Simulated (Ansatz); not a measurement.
CsPbI₃:
```cif
data_CsI3Pb
_chemical_formula_sum 'Cs1 Pb1 I3'
_space_group_name_H-M_alt 'P 1'
_space_group_IT_number 1
_cell_length_a 6.39044
_cell_length_b 6.39044
_cell_length_c 6.39044
_cell_angle_alpha 90.000
_cell_angle_beta 90.000
_cell_angle_gamma 90.000
loop_
_space_group_symop_operation_xyz
  'x, y, z'
loop_
_atom_site_label
_atom_site_type_symbol
_atom_site_fract_x
_atom_site_fract_y
_atom_site_fract_z
_atom_site_occupancy
Cs1 Cs 0.50000 0.50000 0.50000 1
Pb1 Pb 0.00000 0.00000 0.00000 1
I1 I 0.00000 0.00000 0.50000 1
I2 I 0.50000 0.00000 0.00000 1
I3 I 0.00000 0.50000 0.00000 1
```

Relaxed with PBE.

**Question.** Decompose the optical modes at the zone centre into irreducible representations, and say which are infrared and Raman allowed.

**Answer.** Point group m-3m: Γ_opt = 3T1u + T2u. Infrared: T1u. Raman: none.

**Question.** Assign frequencies (DFPT, plane-wave PAW PBE (Ansatz code); without the LO–TO term).

**Answer.** T1u 12i, T2u 16, T1u 29, T1u 68 cm⁻¹.

Space group Pm-3m (cubic perovskite). This is a known high-temperature phase of the composition, computed here at zero pressure and temperature. The PBE relaxation kept the symmetry of its start; of distortions, only those at the zone centre were tested, and some modes there are weakly imaginary. Spin–orbit coupling is left out wherever it is not named.

Potentials: the later of the program's two PAW sets.
